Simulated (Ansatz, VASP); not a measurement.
# ThMg2 in two plane-wave programs

Wanted: the spread between two codes on one cell, functional and k mesh. The cell is taken from a series of runs on this material, whose earlier steps may have relaxed, scaled, displaced or heated it; both programs get it as it stands.

Main program and level: Ansatz 0.2.0; plane waves, with VASP 6.6.1 beside it; zone-centre phonons at PBEsol.

**1. The starting structure**

The structure is cubic, space group Fd-3m (No. 227). Conventional cell: a = 8.570 Å, b = 8.570 Å, c = 8.570 Å, α = 90.00°, β = 90.00°, γ = 90.00°. Nearest to Mg lie 6 Mg at 3.03 Å and 6 Th at 3.55 Å. Nearest to Th lie 12 Mg at 3.55 Å and 4 Th at 3.71 Å. Farther neighbours are not listed.

Structure file:

```cif
data_structure
_symmetry_space_group_name_H-M 'Fd-3m:1'
_symmetry_Int_Tables_number 227
_cell_length_a 8.5700
_cell_length_b 8.5700
_cell_length_c 8.5700
_cell_angle_alpha 90.000
_cell_angle_beta 90.000
_cell_angle_gamma 90.000
_cell_volume 629.42
loop_
_atom_site_label
_atom_site_type_symbol
_atom_site_symmetry_multiplicity
_atom_site_Wyckoff_symbol
_atom_site_fract_x
_atom_site_fract_y
_atom_site_fract_z
_atom_site_occupancy
Mg1 Mg 16 c 0.12500 0.12500 0.12500 1
Th1 Th 8 b 0.00000 0.00000 0.50000 1
```

**2. VASP: zone-centre phonons, PBEsol**

Second derivatives magnify differences that forces hide, and they need a tight electronic threshold.

Lines of VASP's logs that name or quote its potential files are left out, and so is its time.

INCAR

```
SYSTEM = ThMg2
PREC = Accurate
ENCUT = 600
EDIFF = 1E-08
NELM = 200
ISMEAR = 1
SIGMA = 0.2
LREAL = .FALSE.
ALGO = Normal
GGA = PS
NBANDS = 22
LASPH = .TRUE.
LORBIT = 11
LWAVE = .FALSE.
LCHARG = .FALSE.
ISIF = 2
IBRION = 8
GGA_COMPAT = .FALSE.
LMAXMIX = 6
KPAR = 2
```

POSCAR

```
ThMg2
1.0
    0.0000000000      4.2850000000      4.2850000000
    4.2850000000      0.0000000000      4.2850000000
    4.2850000000      4.2850000000      0.0000000000
Mg Th
4 2
Direct
    0.6250000000      0.6250000000      0.6250000000
    0.1250000000      0.6250000000      0.6250000000
    0.6250000000      0.6250000000      0.1250000000
    0.6250000000      0.1250000000      0.6250000000
    0.0000000000      0.0000000000      0.0000000000
    0.2500000000      0.2500000000      0.2500000000
```

KPOINTS

```
Automatic mesh
0
Gamma
8 8 8
0 0 0
```

Potentials, in the order of the species: Mg and Th (PBE family, release 64).

Launch:

```console
> mpirun -np 2 vasp_std
```

Numbers of over 12 decimals in the logs are rounded to 6 here.

Log:

```text
[banner, memory and clock lines left out]
running    2 mpi-ranks, on    1 nodes
 distrk:  each k-point on    1 cores,    2 groups
 distr:  one band on    1 cores,    1 groups

 POSCAR found type information on POSCAR MgTh
 POSCAR found :  2 types and       6 ions
|                                                                             |
|               ----> ADVICE to this user running VASP <----                  |
|                                                                             |
|     You enforced a specific xc type in the INCAR file but a different       |
|     [... a line on the potential file left out ...]
|     I HOPE YOU KNOW WHAT YOU ARE DOING!                                     |
|                                                                             |

 LDA part: xc-table for (Slater+PW92), standard interpolation
 POSCAR, INCAR and KPOINTS ok, starting setup
 FFT: planning ... GRIDC
 FFT: planning ... GRID_SOFT
 FFT: planning ... GRID
 WAVECAR not read
 entering main loop
       N       E                     dE             d eps       ncg     rms          rms(c)
DAV:   1     0.300425598821E+03    0.30043E+03   -0.12950E+04  1276   0.139E+03
DAV:   2     0.356129445184E+02   -0.26481E+03   -0.25949E+03  1756   0.303E+02
DAV:   3    -0.214852485445E+02   -0.57098E+02   -0.55676E+02  1904   0.121E+02
DAV:   4    -0.247037773421E+02   -0.32185E+01   -0.31545E+01  2176   0.316E+01
DAV:   5    -0.248137228702E+02   -0.10995E+00   -0.10967E+00  1922   0.525E+00    0.292E+01
DAV:   6    -0.231945928206E+02    0.16191E+01   -0.34971E+00  1674   0.896E+00    0.190E+01
DAV:   7    -0.229417232605E+02    0.25287E+00   -0.33678E+00  2248   0.935E+00    0.737E+00
DAV:   8    -0.229106342704E+02    0.31089E-01   -0.38312E-01  1826   0.273E+00    0.329E+00
DAV:   9    -0.229026097469E+02    0.80245E-02   -0.60681E-02  2136   0.112E+00    0.496E-01
DAV:  10    -0.228966889318E+02    0.59208E-02   -0.29167E-02  1820   0.877E-01    0.146E-01
DAV:  11    -0.228969018491E+02   -0.21292E-03   -0.25448E-03  2288   0.250E-01    0.117E-01
DAV:  12    -0.228968969098E+02    0.49393E-05   -0.83270E-05  1984   0.464E-02    0.157E-02
DAV:  13    -0.228968972000E+02   -0.29015E-06   -0.93399E-06  1972   0.197E-02    0.947E-03
DAV:  14    -0.228968962679E+02    0.93213E-06   -0.33621E-06  1820   0.965E-03    0.158E-02
DAV:  15    -0.228968963832E+02   -0.11534E-06   -0.10425E-06  1964   0.584E-03    0.549E-03
DAV:  16    -0.228968963856E+02   -0.24256E-08   -0.45712E-08  1902   0.110E-03
   1 F= -.22896896E+02 E0= -.22897064E+02  d E =0.503963E-03
 Linear response reoptimize wavefunctions to high precision
DAV:   1    -0.228968963490E+02    0.36626E-07   -0.13153E-08  1706   0.846E-04
DAV:   2    -0.228968963491E+02   -0.83219E-10   -0.59586E-10  1154   0.135E-04
 Linear response DOF=           2
 Linear response progress:
  Degree of freedom:   1/  2
       N       E                     dE             d eps       ncg     rms          rms(c)
RMM:   1    -0.346899301590E-02   -0.34690E-02   -0.37428E-03 15649   0.265E-01
RMM:   2    -0.294456026086E-02    0.52443E-03   -0.85193E-04 15328   0.829E-02    0.981E-02
RMM:   3    -0.292291394512E-02    0.21646E-04   -0.19158E-04 12794   0.496E-02    0.450E-02
RMM:   4    -0.294781755996E-02   -0.24904E-04   -0.77519E-05 14491   0.290E-02    0.990E-03
RMM:   5    -0.294732508645E-02    0.49247E-06   -0.16779E-05 13829   0.153E-02    0.835E-03
RMM:   6    -0.295072933959E-02   -0.34043E-05   -0.41023E-06 14671   0.592E-03    0.368E-03
RMM:   7    -0.295116588005E-02   -0.43654E-06   -0.20674E-06 14834   0.394E-03    0.108E-03
RMM:   8    -0.295216795829E-02   -0.10021E-05   -0.65658E-07 15657   0.190E-03    0.747E-04
RMM:   9    -0.295230920887E-02   -0.14125E-06   -0.31688E-07 16190   0.953E-04    0.539E-04
RMM:  10    -0.295234197610E-02   -0.32767E-07   -0.20733E-07 15940   0.886E-04    0.326E-04
RMM:  11    -0.295248984287E-02   -0.14787E-06   -0.13183E-07 16558   0.488E-04    0.106E-04
RMM:  12    -0.295250149374E-02   -0.11651E-07   -0.66325E-08 15424   0.328E-04    0.403E-05
RMM:  13    -0.295249739507E-02    0.40987E-08   -0.70779E-08 16729   0.174E-04    0.355E-05
 first order change of Fermi-energy  -0.15275E-04
 force on displaced ion       1 direction 1 :  -3.754  -0.693  -0.693
 Linear response progress:
  Degree of freedom:   2/  2
       N       E                     dE             d eps       ncg     rms          rms(c)
RMM:   1    -0.307356828633E+00   -0.30736E+00    0.91211E-01  7181   0.466E+00
RMM:   2    -0.308098682169E+00   -0.74185E-03   -0.60705E-02  8877   0.120E+00    0.264E-01
RMM:   3    -0.308131013919E+00   -0.32332E-04   -0.15697E-02  9992   0.531E-01    0.150E-01
RMM:   4    -0.308550212561E+00   -0.41920E-03   -0.34156E-03 11010   0.230E-01    0.926E-02
RMM:   5    -0.309115611147E+00   -0.56540E-03   -0.63838E-04 10214   0.112E-01    0.348E-02
RMM:   6    -0.309303899861E+00   -0.18829E-03   -0.19824E-04 11380   0.486E-02    0.157E-02
RMM:   7    -0.309478960448E+00   -0.17506E-03   -0.53794E-05 11242   0.248E-02    0.543E-03
RMM:   8    -0.309561882310E+00   -0.82922E-04   -0.30424E-05 11402   0.130E-02    0.132E-03
RMM:   9    -0.309569722121E+00   -0.78398E-05   -0.39700E-05 11627   0.751E-03    0.762E-04
RMM:  10    -0.309576251992E+00   -0.65299E-05   -0.41131E-05 11541   0.461E-03    0.566E-04
RMM:  11    -0.309580328753E+00   -0.40768E-05   -0.37179E-05 11319   0.322E-03    0.195E-04
RMM:  12    -0.309579056775E+00    0.12720E-05   -0.27056E-05 11178   0.230E-03    0.202E-04
RMM:  13    -0.309580969564E+00   -0.19128E-05   -0.20535E-05 10826   0.177E-03    0.424E-05
RMM:  14    -0.309580866866E+00    0.10270E-06   -0.14802E-05 11022   0.137E-03    0.763E-05
RMM:  15    -0.309580959057E+00   -0.92191E-07   -0.11270E-05 10888   0.110E-03    0.724E-05
RMM:  16    -0.309580504617E+00    0.45444E-06   -0.85734E-06 10526   0.937E-04    0.179E-04
RMM:  17    -0.309580855942E+00   -0.35133E-06   -0.67901E-06 10621   0.812E-04    0.119E-04
RMM:  18    -0.309580984683E+00   -0.12874E-06   -0.51523E-06 11005   0.717E-04    0.129E-04
RMM:  19    -0.309581086345E+00   -0.10166E-06   -0.39724E-06 10980   0.655E-04    0.115E-04
RMM:  20    -0.309581060643E+00    0.25702E-07   -0.31111E-06 10857   0.605E-04    0.134E-04
 first order change of Fermi-energy  -0.54431E-04
 force on displaced ion       5 direction 1 :  -2.641   0.000   0.000
 Linear response finished
```

From OUTCAR (step 2):

```text
ion  position               nearest neighbor table
   1  0.625  0.625  0.625-   2 3.03   3 3.03   4 3.03   3 3.03   4 3.03   2 3.03   6 3.55   5 3.55
                             6 3.55   5 3.55   6 3.55   5 3.55
   2  0.125  0.625  0.625-   1 3.03   3 3.03   4 3.03   1 3.03   3 3.03   4 3.03   5 3.55   6 3.55
                             5 3.55   5 3.55   6 3.55   6 3.55
   3  0.625  0.625  0.125-   1 3.03   1 3.03   2 3.03   4 3.03   4 3.03   2 3.03   6 3.55   5 3.55
                             6 3.55   5 3.55   6 3.55   5 3.55
   4  0.625  0.125  0.625-   1 3.03   3 3.03   1 3.03   2 3.03   3 3.03   2 3.03   5 3.55   6 3.55
                             5 3.55   6 3.55   6 3.55   5 3.55
   5  0.000  0.000  0.000-   1 3.55   3 3.55   4 3.55   1 3.55   2 3.55   3 3.55   1 3.55   2 3.55
                             4 3.55   2 3.55   3 3.55   4 3.55   6 3.71   6 3.71   6 3.71   6 3.71
   6  0.250  0.250  0.250-   2 3.55   3 3.55   4 3.55   1 3.55   2 3.55   4 3.55   1 3.55   2 3.55
                             3 3.55   1 3.55   3 3.55   4 3.55   5 3.71   5 3.71   5 3.71   5 3.71

  LATTYP: Found a face centered cubic cell.
 ALAT       =     8.5700000000

 Subroutine GETGRP returns: Found 48 space group operations
 (whereof 24 operations were pure point group operations)

The static configuration has the point symmetry T_d .
 The point group associated with its full space group is O_h .

 Found     29 irreducible k-points:

   k-points           NKPTS =     29   k-points in BZ     NKDIM =     29   number of bands    NBANDS=     22

   dimension x,y,z NGX =    48 NGY =   48 NGZ =   48
   dimension x,y,z NGXF=    96 NGYF=   96 NGZF=   96

   ENCUT  =  600.0 eV  44.10 Ry    6.64 a.u.  12.10 12.10 12.10*2*pi/ulx,y,z

   NELECT =      32.0000    total number of electrons

 k-points in reciprocal lattice and weights: Automatic mesh
   0.00000000  0.00000000  0.00000000       0.002
   0.12500000  0.00000000  0.00000000       0.016
   0.25000000  0.00000000  0.00000000       0.016
   0.37500000  0.00000000  0.00000000       0.016
   0.50000000  0.00000000  0.00000000       0.008
   0.12500000  0.12500000  0.00000000       0.012
   0.25000000  0.12500000  0.00000000       0.047
   0.37500000  0.12500000  0.00000000       0.047
   0.50000000  0.12500000  0.00000000       0.047
[...]
-0.37500000  0.50000000  0.12500000       0.023
  -0.25000000  0.50000000  0.25000000       0.012

 average (electrostatic) potential at core
       1 -36.3124       2 -36.3124       3 -36.3124       4 -36.3124       5 -61.3180
       6 -61.3180

 Eigenvectors and eigenvalues of the dynamical matrix
 ----------------------------------------------------

   1 f  =    9.886244 THz    62.117103 2PiTHz  329.769603 cm-1    40.886201 meV
             X         Y         Z           dx          dy          dz
      5.356250  5.356250  5.356250    -0.288675   -0.288675   -0.288675
      5.356250  3.213750  3.213750    -0.288675    0.288675    0.288675
      3.213750  3.213750  5.356250     0.288675    0.288675   -0.288675
      3.213750  5.356250  3.213750     0.288675   -0.288675    0.288675
      0.000000  0.000000  0.000000     0.000000    0.000000   -0.000000
      2.142500  2.142500  2.142500    -0.000000    0.000000    0.000000

   2 f  =    7.492280 THz    47.075385 2PiTHz  249.915569 cm-1    30.985568 meV
             X         Y         Z           dx          dy          dz
      5.356250  5.356250  5.356250     0.133254    0.232595    0.487619
      5.356250  3.213750  3.213750    -0.257015   -0.335031   -0.080007
      3.213750  3.213750  5.356250     0.147493    0.246835   -0.484515
      3.213750  5.356250  3.213750    -0.271254   -0.320791    0.083112
      0.000000  0.000000  0.000000     0.040043    0.028536   -0.001005
      2.142500  2.142500  2.142500     0.040043    0.028536   -0.001005

   3 f  =    7.492280 THz    47.075385 2PiTHz  249.915569 cm-1    30.985568 meV
             X         Y         Z           dx          dy          dz
      5.356250  5.356250  5.356250    -0.373282    0.212955   -0.071692
      5.356250  3.213750  3.213750     0.286258   -0.186177   -0.470824
      3.213750  3.213750  5.356250    -0.277206    0.309031    0.092640
      3.213750  5.356250  3.213750     0.190182   -0.090101    0.491772
      0.000000  0.000000  0.000000     0.028157   -0.039750   -0.006778
      2.142500  2.142500  2.142500     0.028157   -0.039750   -0.006778

   4 f  =    7.492280 THz    47.075385 2PiTHz  249.915569 cm-1    30.985568 meV
             X         Y         Z           dx          dy          dz
      5.356250  5.356250  5.356250    -0.302811   -0.386446    0.076669
      5.356250  3.213750  3.213750     0.317475   -0.319191    0.143924
      3.213750  3.213750  5.356250     0.387548    0.303913    0.073851
      3.213750  5.356250  3.213750    -0.372884    0.371168    0.006597
      0.000000  0.000000  0.000000    -0.004744    0.004943   -0.048702
      2.142500  2.142500  2.142500    -0.004744    0.004943   -0.048702

   5 f  =    6.487889 THz    40.764611 2PiTHz  216.412692 cm-1    26.831742 meV
             X         Y         Z           dx          dy          dz
      5.356250  5.356250  5.356250     0.383501   -0.312974   -0.070527
      5.356250  3.213750  3.213750     0.383501    0.312974    0.070527
      3.213750  3.213750  5.356250    -0.383501    0.312974   -0.070527
      3.213750  5.356250  3.213750    -0.383501   -0.312974    0.070527
      0.000000  0.000000  0.000000    -0.000000    0.000000   -0.000000
      2.142500  2.142500  2.142500    -0.000000    0.000000   -0.000000

   6 f  =    6.487889 THz    40.764611 2PiTHz  216.412692 cm-1    26.831742 meV
             X         Y         Z           dx          dy          dz
      5.356250  5.356250  5.356250     0.139977    0.262133   -0.402110
      5.356250  3.213750  3.213750     0.139977   -0.262133    0.402110
      3.213750  3.213750  5.356250    -0.139977   -0.262133   -0.402110
      3.213750  5.356250  3.213750    -0.139977    0.262133    0.402110
      0.000000  0.000000  0.000000     0.000000    0.000000   -0.000000
      2.142500  2.142500  2.142500     0.000000    0.000000    0.000000

   7 f  =    4.468555 THz    28.076760 2PiTHz  149.054953 cm-1    18.480451 meV
             X         Y         Z           dx          dy          dz
      5.356250  5.356250  5.356250     0.198250    0.224810   -0.423060
      5.356250  3.213750  3.213750    -0.198250    0.010129   -0.208380
      3.213750  3.213750  5.356250     0.433189   -0.010129    0.423060
      3.213750  5.356250  3.213750    -0.433189   -0.224810    0.208380
      0.000000  0.000000  0.000000     0.000000   -0.000000    0.000000
      2.142500  2.142500  2.142500    -0.000000    0.000000    0.000000

   8 f  =    4.468555 THz    28.076760 2PiTHz  149.054953 cm-1    18.480451 meV
             X         Y         Z           dx          dy          dz
      5.356250  5.356250  5.356250     0.457538   -0.388357   -0.069182
      5.356250  3.213750  3.213750    -0.457538   -0.242412   -0.215126
      3.213750  3.213750  5.356250    -0.173230    0.242412    0.069182
      3.213750  5.356250  3.213750     0.173230    0.388357    0.215126
      0.000000  0.000000  0.000000    -0.000000    0.000000   -0.000000
      2.142500  2.142500  2.142500    -0.000000   -0.000000   -0.000000

   9 f  =    4.468555 THz    28.076760 2PiTHz  149.054953 cm-1    18.480451 meV
             X         Y         Z           dx          dy          dz
      5.356250  5.356250  5.356250     0.036815    0.220544   -0.257360
      5.356250  3.213750  3.213750    -0.036815   -0.437188    0.400373
      3.213750  3.213750  5.356250    -0.179829    0.437188    0.257360
      3.213750  5.356250  3.213750     0.179829   -0.220544   -0.400373
      0.000000  0.000000  0.000000     0.000000    0.000000   -0.000000
      2.142500  2.142500  2.142500     0.000000   -0.000000   -0.000000

  10 f  =    4.177847 THz    26.250188 2PiTHz  139.357983 cm-1    17.278180 meV
             X         Y         Z           dx          dy          dz
      5.356250  5.356250  5.356250    -0.428048    0.029180   -0.044966
      5.356250  3.213750  3.213750    -0.451385    0.145134    0.070988
      3.213750  3.213750  5.356250    -0.428456    0.028772    0.048058
      3.213750  5.356250  3.213750    -0.450978    0.144726   -0.067896
      0.000000  0.000000  0.000000     0.284659   -0.056291   -0.001001
      2.142500  2.142500  2.142500     0.284659   -0.056291   -0.001001

  11 f  =    4.177847 THz    26.250188 2PiTHz  139.357983 cm-1    17.278180 meV
             X         Y         Z           dx          dy          dz
      5.356250  5.356250  5.356250    -0.151821   -0.455016   -0.129763
      5.356250  3.213750  3.213750    -0.020883   -0.432245   -0.106992
      3.213750  3.213750  5.356250    -0.135751   -0.438945    0.007876
      3.213750  5.356250  3.213750    -0.036954   -0.416174   -0.014896
      0.000000  0.000000  0.000000     0.055902    0.281991    0.039453
      2.142500  2.142500  2.142500     0.055902    0.281991    0.039453

  12 f  =    4.177847 THz    26.250188 2PiTHz  139.357983 cm-1    17.278180 meV
             X         Y         Z           dx          dy          dz
      5.356250  5.356250  5.356250    -0.040309    0.002893   -0.434787
      5.356250  3.213750  3.213750     0.060949    0.000172   -0.437508
      3.213750  3.213750  5.356250     0.076793    0.119995   -0.453352
      3.213750  5.356250  3.213750    -0.056153    0.117273   -0.450631
      0.000000  0.000000  0.000000    -0.006681   -0.038896    0.287477
      2.142500  2.142500  2.142500    -0.006681   -0.038896    0.287477

  13 f  =    1.533824 THz     9.637299 2PiTHz   51.162856 cm-1     6.343383 meV
             X         Y         Z           dx          dy          dz
      5.356250  5.356250  5.356250     0.000000    0.000000   -0.000000
      5.356250  3.213750  3.213750    -0.000000    0.000000   -0.000000
      3.213750  3.213750  5.356250     0.000000    0.000000   -0.000000
      3.213750  5.356250  3.213750     0.000000    0.000000    0.000000
      0.000000  0.000000  0.000000    -0.683444    0.181184   -0.008778
      2.142500  2.142500  2.142500     0.683444   -0.181184    0.008778
    [... 43 further lines ...]
      0.000000  0.000000  0.000000     0.024658    0.059130   -0.639747
      2.142500  2.142500  2.142500     0.024658    0.059130   -0.639747

 ELASTIC MODULI CONTR FROM IONIC RELAXATION (kBar)
 Direction    XX          YY          ZZ          XY          YZ          ZX
 --------------------------------------------------------------------------------
 XX          -0.0000      0.0000      0.0000      0.0000     -0.0000     -0.0000
 YY           0.0000     -0.0000      0.0000     -0.0000      0.0000      0.0000
 ZZ           0.0000      0.0000     -0.0000     -0.0000      0.0000      0.0000
 XY           0.0000     -0.0000     -0.0000   -123.9119     -0.0000      0.0000
 YZ          -0.0000      0.0000      0.0000     -0.0000   -123.9119      0.0000
 ZX          -0.0000      0.0000      0.0000      0.0000      0.0000   -123.9119
 --------------------------------------------------------------------------------
```

[end of part 1 of 2]

[Lines on the potential files, build, host, timing and source positions are cut from VASP's logs without a mark.]

[Logs are printed without paths, hosts, clocks, repeated set-up lines and the standing remarks that a program may print on its own settings, such as how far it seeks lower states.]

[Hosts, paths, dates, database ids (printed as entryN), source tags and the programs' standing remarks are cut or masked in the printed files.]
